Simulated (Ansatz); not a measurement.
# SnO2 (Pnnm): comparison of functionals at one structure from a Python script

How far apart do the functionals lie for SnO2 (Pnnm) at one structure? A script is to give a comparison of functionals at one structure; the system is SnO2 (Pnnm).

All numbers are computed with Ansatz 0.2.0 through its Python package. The levels of theory stand in the script.

## Step 1: The system

It takes space group Pnnm (No. 58, orthorhombic). The conventional cell has a = 4.788 Å, b = 4.867 Å, c = 3.241 Å, α = 90.00°, β = 90.00°, γ = 90.00°. Around Sn (site symmetry 2/m) lie 6 O at 2.09 to 2.10 Å. O (site symmetry m) is surrounded by 3 Sn at 2.09 to 2.10 Å.

POSCAR_sno2, read by the script:

```text
SnO2
1.0
   4.78800400    0.00000000    0.00000000
   0.00000000    4.86658200    0.00000000
   0.00000000    0.00000000    3.24089800
Sn O
2 4
Direct
   0.50000000    0.50000000    0.50000000
   0.00000000    0.00000000    0.00000000
   0.29185500    0.32104200    0.00000000
   0.79185500    0.17895800    0.50000000
   0.20814500    0.82104200    0.50000000
   0.70814500    0.67895800    0.00000000
```

## Step 2: The script

File run_xc.py:

```python
from dataclasses import dataclass
import warnings

import ansatz as az
from ase.io import read


@dataclass(frozen=True)
class Options:
    occupations: str = 'Fixed'
    kmesh: tuple[int, ...] = (6, 4, 6)
    cutoff: int = 470


settings = Options()

warnings.simplefilter('ignore', az.DeckWarning)

atoms = read('POSCAR_sno2', format='vasp')
sno2 = az.Crystal.from_ase(atoms)

calc = (
    sno2.calculation()
    .occupations(settings.occupations)
    .kpoints(mesh=settings.kmesh)
    .basis(settings.cutoff)
    .forces()
    .stress()
)

rows = []
for value in ['lda', 'pbesol', 'blyp']:
    report = calc.functional(value).run(threads=1).report
    rows.append((value, report['free_energy_ev'] / len(report['lattice']['sites']), report['n_iterations'], sum(report['stress_gpa'][i][i] for i in range(3)) / 3, max(abs(f) for row in report['forces_ev_ang'] for f in row), report['n_kpoints']))

print('  functional   F/atom (eV)    iterations       P (GPa)  max component (eV/A)      k-points')
for row in rows:
    print(f'{str(row[0]):>12s}  {row[1]:12.5f}  {row[2]:12d}  {row[3]:12.3f}  {row[4]:20.4f}  {row[5]:12d}')
```

## Step 3: Launch

Run with:

```
$ python run_xc.py
```

Output:

```text
  functional   F/atom (eV)    iterations       P (GPa)  max component (eV/A)      k-points
         lda   -2330.03798             7       -11.200                0.1698            48
      pbesol   -2357.17261             7        -6.321                0.1169            48
        blyp   -2393.01717             6         4.594                0.0759            48
```

Run time: 22 s. Hardware: 1 thread of Arm Neoverse V2, shared host; peak memory 0.5 GiB.

## Step 4: What each run gave

One row for each of the 3 runs:

| run | functional | energy (eV/atom) | pressure (GPa) | gap on the mesh (eV) | SCF cycles | CPU time (s) |
| --- | --- | --- | --- | --- | --- | --- |
| 1 | lda | -2330.0380 | -11.20 | 0.68 | 7 | 6.7 |
| 2 | pbesol | -2357.1726 | -6.32 | 0.73 | 7 | 7.5 |
| 3 | blyp | -2393.0172 | 4.59 | 0.83 | 6 | 6.5 |

Totals hang on method, basis and potentials, so only like runs compare.

## Step 5: What came out

| quantity | value |
| --- | --- |
| runs compared | 3 |
| pressure at this cell | -11.2 (lda) to 4.6 GPa (blyp) |
| gap on the mesh | 0.68 (lda) to 0.83 eV (blyp) |

In words: From lowest to highest: LDA (-11.2 GPa), PBEsol (-6.3 GPa) and BLYP (4.6 GPa). At a fixed cell a lower pressure usually means a smaller equilibrium volume, so LDA prefers the smallest cell and BLYP the largest. Gaps by band count in the reports: LDA 0.68 eV, PBEsol 0.73 eV and BLYP 0.83 eV. Notes:
- Pressure is positive in compression.
- The structure comes from a database of computed cells and needn't be a stable or known phase.
- Total energies of different functionals can't be compared; pressures, moments and gaps at this one structure can.
